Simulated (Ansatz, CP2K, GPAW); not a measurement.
# HfN: 3 runs at one level of theory

```
Hf N
1.0
     3.19047    0.00000    0.00000
     1.59523    2.76302    0.00000
     1.59523    0.92101    2.60500
Hf N
1 1
Cartesian
  0.0000 0.0000 0.0000
  3.1905 1.8420 1.3025
```

Alike in all runs: task single point; functional PBE; k mesh 10 × 10 × 10; occupations gaussian, width 0.05 eV; no spin polarisation; no spin-orbit coupling. Pressure is positive in compression and, in plane waves, holds the error of the finite cutoff.

```csv
program and potentials,plane-wave cutoff (eV),notes,band gap (eV),pressure (GPa)
"Ansatz, all-electron LAPW, scalar-relativistic",-,-,no gap,6.65
"CP2K, POTENTIAL_UZH Hf GTH-PBE-q12, N GTH-PBE-q5; TZVP-MOLOPT-PBE-GTH basis",-,atomic basis,no gap,2.06
"GPAW, GPAW PAW data sets (gpaw-data 1.2.1)",800,-,?,?
```

**Question.** Estimate from the other rows what the run with GPAW, GPAW PAW data sets (gpaw-data 1.2.1) gave.

**Answer.** No band gap; pressure 6.71 GPa. The other rows, which needn't bracket it: pressure 2.06 to 6.65.
